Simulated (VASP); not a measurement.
# Si (Fd-3m) in VASP: band structure with PBE

Aim: the band structure of Si with PBE.

Everything below comes from runs of VASP 6.6.1. Logs are shortened: lines on timing, memory, paths and dates and some standing lists are left out, and cuts for length are marked.

## Step 1: Starting point

It takes space group Fd-3m (No. 227, cubic). The conventional cell has a = 5.466 Å, b = 5.466 Å, c = 5.466 Å, α = 90.00°, β = 90.00°, γ = 90.00°. Si (site symmetry -43m) has 4 Si at 2.37 Å as nearest neighbours.

## Step 2: Band structure, PBE

File POSCAR:

```
Si                                      
1.0
    0.0000000000      2.7330205665      2.7330205665
    2.7330205665      0.0000000000      2.7330205665
    2.7330205665      2.7330205665      0.0000000000
  Si            
     2
Direct
     0.7500000000000000    0.7500000000000000    0.7500000000000000
     0.5000000000000000    0.5000000000000000    0.5000000000000000
```

File INCAR.step1:

```
SYSTEM = Si
ALGO = Normal
EDIFF = 1E-7
ENCUT = 520
GGA = PE
ISIF = 2
ISMEAR = 0
LASPH = .TRUE.
LCHARG = .TRUE.
LREAL = .FALSE.
LWAVE = .FALSE.
NBANDS = 11
NELM = 100
PREC = Accurate
SIGMA = 1.0
```

File KPOINTS.step1:

```
k-points
0
G
  10 10 10
  0 0 0
```

File INCAR.step2:

```
SYSTEM = Si
ALGO = Normal
EDIFF = 1E-7
ENCUT = 520
GGA = PE
ICHARG = 11
ISIF = 2
ISMEAR = 0
LASPH = .TRUE.
LCHARG = .FALSE.
LREAL = .FALSE.
LWAVE = .FALSE.
NBANDS = 11
NELM = 100
PREC = Accurate
SIGMA = 0.05
```

File KPOINTS.step2:

```
path GXWKGLUWLK,UX
20
line-mode
reciprocal
 0.0000000000  0.0000000000  0.0000000000  G
 0.5000000000  0.0000000000  0.5000000000  X

 0.5000000000  0.0000000000  0.5000000000  X
 0.5000000000  0.2500000000  0.7500000000  W

 0.5000000000  0.2500000000  0.7500000000  W
 0.3750000000  0.3750000000  0.7500000000  K

 0.3750000000  0.3750000000  0.7500000000  K
 0.0000000000  0.0000000000  0.0000000000  G

 0.0000000000  0.0000000000  0.0000000000  G
 0.5000000000  0.5000000000  0.5000000000  L

 0.5000000000  0.5000000000  0.5000000000  L
 0.6250000000  0.2500000000  0.6250000000  U

 0.6250000000  0.2500000000  0.6250000000  U
 0.5000000000  0.2500000000  0.7500000000  W

 0.5000000000  0.2500000000  0.7500000000  W
 0.5000000000  0.5000000000  0.5000000000  L

 0.5000000000  0.5000000000  0.5000000000  L
 0.3750000000  0.3750000000  0.7500000000  K

 0.6250000000  0.2500000000  0.6250000000  U
 0.5000000000  0.0000000000  0.5000000000  X
```

Potentials or basis: VASP PAW PBE potentials, release 64 (Si).

Started as:

```console
cat potpaw_PBE.64/Si/POTCAR > POTCAR
cp INCAR.step1 INCAR
cp KPOINTS.step1 KPOINTS
mpirun -np 1 vasp_std > vasp.out
cp INCAR.step2 INCAR
cp KPOINTS.step2 KPOINTS
mpirun -np 1 vasp_std > vasp.out
```

OUTCAR:

```text
SYSTEM = Si
   EDIFF = 1E-7
   ENCUT = 520
   GGA = PE
   ICHARG = 11
   ISIF = 2
   ISMEAR = 0
   LASPH = .TRUE.
   LREAL = .FALSE.
   NELM = 100
   PREC = Accurate

 ion  position               nearest neighbor table
   1  0.750  0.750  0.750-   2 2.37   2 2.37   2 2.37   2 2.37
   2  0.500  0.500  0.500-   1 2.37   1 2.37   1 2.37   1 2.37

  LATTYP: Found a face centered cubic cell.
 ALAT       =     5.4660411330

  Lattice vectors:

 A1 = (   0.0000000000,   2.7330205665,   2.7330205665)
 A2 = (   2.7330205665,   0.0000000000,   2.7330205665)
 A3 = (   2.7330205665,   2.7330205665,   0.0000000000)

Analysis of symmetry for initial positions (statically):
=====================================================================
 Subroutine PRICEL returns:
 Original cell was already a primitive cell.

 Routine SETGRP: Setting up the symmetry group for a
 face centered cubic supercell.

 Subroutine GETGRP returns: Found 48 space group operations
 (whereof 24 operations were pure point group operations)
 out of a pool of 48 trial point group operations.

The static configuration has the point symmetry T_d .
 The point group associated with its full space group is O_h .

Analysis of symmetry for dynamics (positions and initial velocities):
=====================================================================
 Subroutine PRICEL returns:
 Original cell was already a primitive cell.

 Routine SETGRP: Setting up the symmetry group for a
 face centered cubic supercell.

 Subroutine GETGRP returns: Found 48 space group operations
 (whereof 24 operations were pure point group operations)
 out of a pool of 48 trial point group operations.

The dynamic configuration has the point symmetry T_d .
 The point group associated with its full space group is O_h .

 Subroutine INISYM returns: Found 48 space group operations
 (whereof 24 operations are pure point group operations),
 and found     1 'primitive' translations

----------------------------------------------------------------------------------------

                                     Primitive cell

  volume of cell :      40.8281

  direct lattice vectors                    reciprocal lattice vectors
     0.000000000  2.733020567  2.733020567    -0.182947763  0.182947763  0.182947763
[... 84 lines left out ...]
   IBRION =     -1    ionic relax: 0-MD 1-quasi-New 2-CG
   NFREE  =      0    steps in history (QN), initial steepest desc. (CG)
   ISIF   =      2    stress and relaxation
   ISYM   =      2    0-nonsym 1-usesym 2-fastsym
   POTIM  = 0.5000    time-step for ionic-motion
   TEBEG  =    0.0;   TEEND  =   0.0 temperature during run
   PSTRESS=    0.0 pullay stress
   NELECT =       8.0000    total number of electrons
   NUPDOWN=      -1.0000    fix difference up-down
   EMIN   =  10.00;   EMAX   =-10.00  energy-range for DOS
   EFERMI =   0.00;   METHOD = LEGACY
   ISMEAR =     0;   SIGMA  =   0.05  broadening in eV -4-tet -1-fermi 0-gaus
   EFERMI_NEDOS =   21; number of points for ismear=-14 and -15
   IALGO  =     38    algorithm
   IMIX   =      4    mixing-type and parameters
     AMIX     =   0.40;   BMIX     =  1.00
     AMIX_MAG =   1.60;   BMIX_MAG =  1.00
  volume/ion in A,a.u.               =      20.41       137.76
  Fermi-wavevector in a.u.,A,eV,Ry     =   0.950864  1.796873 12.301614  0.904143
  Thomas-Fermi vector in A             =   2.079281
   LORBIT       =      0    0 simple, 1 ext, 2 COOP (PROOUT), +10 PAW based schemes
   GGA     = PE    functional components
   LHFCALC =     F    Hartree Fock is set to
   AEXX    =    0.0000 exact exchange contribution
   IVDW    =     0    specifies the selected vdW correction
   LEPSILON=     F    determine dielectric tensor
   LRPA    =     F    only Hartree local field effects (RPA)
 non-spin polarized calculation
 Gauss-broadening in eV      SIGMA  =   0.05
  energy-cutoff  :      520.00
  volume of cell :       40.83
 maximum number of plane-waves:      1124
 NGX is ok and might be reduce to    30

 number of electron       8.0000001 magnetization

 Free energy of the ion-electron system (eV)
  ---------------------------------------------------
  ext. energy  EPLUGINS =         0.00000000
  ---------------------------------------------------
  free energy    TOTEN  =       -11.03411015 eV

  energy without entropy =      -11.03411015  energy(sigma->0) =      -11.03411015

 E-fermi :   5.8570     XC(G=0):  -9.3467

 val. band max:        5.6071978521   @ k =   0.0000   0.0000   0.0000
 cond. band min:       6.2242439376   @ k =   0.4211   0.0000   0.4211
 fundamental gap:      0.6170460855
 Fermi energy:         5.8569557891

 k-point     1 :       0.0000    0.0000    0.0000
  band No.  band energies     occupation
      1      -6.2128      2.00000
      2       5.6072      2.00000
      3       5.6072      2.00000
      4       5.6072      2.00000
      5       8.1746      0.00000
      6       8.1746      0.00000
      7       8.1746      0.00000
      8       8.7558      0.00000
      9      13.3292      0.00000
     10      13.3292      0.00000
     11      13.4927      0.00000
[... 309 lines left out ...]
 k-point    24 :       0.5000    0.0395    0.5395
  band No.  band energies     occupation
      1      -2.1324      2.00000
      2      -2.1324      2.00000
      3       2.7376      2.00000
      4       2.7376      2.00000
      5       6.5110      0.00000
      6       6.5110      0.00000
      7      15.3006      0.00000
      8      15.3006      0.00000
      9      16.2771      0.00000
     10      16.2771      0.00000
     11      18.1983      0.00000

 [... further k-points ...]

------------------------ aborting loop because EDIFF is reached ----------------------------------------

  FORCE on cell =-STRESS in cart. coord.  units (eV):
  Direction    XX          YY          ZZ          XY          YZ          ZX
  --------------------------------------------------------------------------------------
  -------------------------------------------------------------------------------------
  Total       -0.0854385     -0.0854385     -0.0854385      0.0000000      0.0000000     -0.0000000
  in kB       -3.3527827     -3.3527827     -3.3527827      0.0000000      0.0000000     -0.0000000
  external PRESSURE =      -3.3527827 kB  Pullay stress =       0.0000000 kB

 VOLUME and BASIS-vectors are now :
 -----------------------------------------------------------------------------
  energy-cutoff  :      520.00
  volume of cell :       40.83
      direct lattice vectors                 reciprocal lattice vectors
     0.000000000  2.733020567  2.733020567    -0.182947763  0.182947763  0.182947763
     2.733020567  0.000000000  2.733020567     0.182947763 -0.182947763  0.182947763
     2.733020567  2.733020567  0.000000000     0.182947763  0.182947763 -0.182947763

 POSITION                                       TOTAL-FORCE (eV/Angst)
 -----------------------------------------------------------------------------------
      4.09953      4.09953      4.09953        -0.000000     -0.000000     -0.000000
      2.73302      2.73302      2.73302         0.000000      0.000000      0.000000
 -----------------------------------------------------------------------------------
    total drift:                                0.000000     -0.000000     -0.000000

  FREE ENERGIE OF THE ION-ELECTRON SYSTEM (eV)
  ---------------------------------------------------
  free  energy   TOTEN  =       -11.0341101495 eV

  energy  without entropy=      -11.0341101495  energy(sigma->0) =      -11.03411015
```

OUTCAR.step1:

```text
SYSTEM = Si
   EDIFF = 1E-7
   ENCUT = 520
   GGA = PE
   ISIF = 2
   ISMEAR = 0
[... 562 lines left out ...]
      4.09953      4.09953      4.09953         0.000000      0.000000      0.000000
      2.73302      2.73302      2.73302        -0.000000     -0.000000     -0.000000
 -----------------------------------------------------------------------------------
    total drift:                                0.000000     -0.000000     -0.000000

  FREE ENERGIE OF THE ION-ELECTRON SYSTEM (eV)
  ---------------------------------------------------
  free  energy   TOTEN  =       -10.8835116755 eV

  energy  without entropy=      -10.7581052703  energy(sigma->0) =      -10.82080847
```

OSZICAR.step1:

```text
N       E                     dE             d eps       ncg     rms          rms(c)
DAV:   1     0.853602249929E+01    0.85360E+01   -0.32119E+03  1034   0.582E+02
DAV:   2    -0.104419606335E+02   -0.18978E+02   -0.18161E+02  1385   0.876E+01
DAV:   3    -0.110373462023E+02   -0.59539E+00   -0.59142E+00  1314   0.133E+01
DAV:   4    -0.110421324814E+02   -0.47863E-02   -0.47857E-02  1236   0.151E+00
DAV:   5    -0.110421752028E+02   -0.42721E-04   -0.42721E-04  1289   0.136E-01    0.472E+00
DAV:   6    -0.109325372119E+02    0.10964E+00   -0.61302E-02  1189   0.102E+00    0.286E+00
DAV:   7    -0.108823220722E+02    0.50215E-01   -0.11672E-01  1166   0.151E+00    0.167E-01
DAV:   8    -0.108833166664E+02   -0.99459E-03   -0.52443E-03  1172   0.388E-01    0.797E-02
DAV:   9    -0.108834873832E+02   -0.17072E-03   -0.16430E-04  1291   0.798E-02    0.595E-02
DAV:  10    -0.108835113780E+02   -0.23995E-04   -0.23732E-05  1202   0.271E-02    0.708E-03
DAV:  11    -0.108835114770E+02   -0.99012E-07   -0.13468E-06  1342   0.615E-03    0.303E-03
DAV:  12    -0.108835116442E+02   -0.16720E-06   -0.48639E-07  1157   0.424E-03    0.182E-03
DAV:  13    -0.108835116755E+02   -0.31296E-07   -0.42473E-09   745   0.432E-04
   1 F= -.10883512E+02 E0= -.10820808E+02  d E =-.125406E+00
```

Run time: 29 s. Hardware: 1 thread of Intel Xeon 6975P-C (Granite Rapids), shared host; peak memory 0.19 GiB.

What came out:

* Band gap on the k mesh: 0.62 eV, indirect (least direct gap 2.57 eV)
* Band gap along the path: 0.62 eV, indirect (least direct gap 2.57 eV)

Levels at the corners of the path, in eV from the valence-band top:
| point | band 1 | band 2 | band 3 | band 4 | band 5 | band 6 | band 7 | band 8 |
| --- | --- | --- | --- | --- | --- | --- | --- | --- |
| Γ | -11.82 | 0.00 | 0.00 | 0.00 | 2.57 | 2.57 | 2.57 | 3.15 |
| X | -7.75 | -7.75 | -2.79 | -2.79 | 0.76 | 0.76 | 9.95 | 9.95 |
| X | -7.75 | -7.75 | -2.79 | -2.79 | 0.76 | 0.76 | 9.95 | 9.95 |
| W | -7.59 | -7.59 | -3.76 | -3.76 | 4.28 | 4.28 | 4.95 | 4.95 |
| W | -7.59 | -7.59 | -3.76 | -3.76 | 4.28 | 4.28 | 4.95 | 4.95 |
| K | -8.16 | -7.17 | -4.20 | -2.37 | 1.24 | 4.12 | 7.40 | 7.93 |
| K | -8.16 | -7.17 | -4.20 | -2.37 | 1.24 | 4.12 | 7.40 | 7.93 |
| Γ | -11.82 | 0.00 | 0.00 | 0.00 | 2.57 | 2.57 | 2.57 | 3.15 |
| Γ | -11.82 | 0.00 | 0.00 | 0.00 | 2.57 | 2.57 | 2.57 | 3.15 |
| L | -9.54 | -6.87 | -1.18 | -1.18 | 1.48 | 3.36 | 3.36 | 7.71 |
| L | -9.54 | -6.87 | -1.18 | -1.18 | 1.48 | 3.36 | 3.36 | 7.71 |
| U | -8.16 | -7.17 | -4.20 | -2.37 | 1.24 | 4.12 | 7.40 | 7.93 |
| U | -8.16 | -7.17 | -4.20 | -2.37 | 1.24 | 4.12 | 7.40 | 7.93 |
| W | -7.59 | -7.59 | -3.76 | -3.76 | 4.28 | 4.28 | 4.95 | 4.95 |
| W | -7.59 | -7.59 | -3.76 | -3.76 | 4.28 | 4.28 | 4.95 | 4.95 |
| L | -9.54 | -6.87 | -1.18 | -1.18 | 1.48 | 3.36 | 3.36 | 7.71 |
| L | -9.54 | -6.87 | -1.18 | -1.18 | 1.48 | 3.36 | 3.36 | 7.71 |
| K | -8.16 | -7.17 | -4.20 | -2.37 | 1.24 | 4.12 | 7.40 | 7.93 |
| U | -8.16 | -7.17 | -4.20 | -2.37 | 1.24 | 4.12 | 7.40 | 7.93 |
| X | -7.75 | -7.75 | -2.79 | -2.79 | 0.76 | 0.76 | 9.95 | 9.95 |

Caveat: the log is that of the step along the path at fixed density, whose energy, stress, charges and moments have no meaning. PBE gaps usually lie below the measured ones, often by a third to a half.
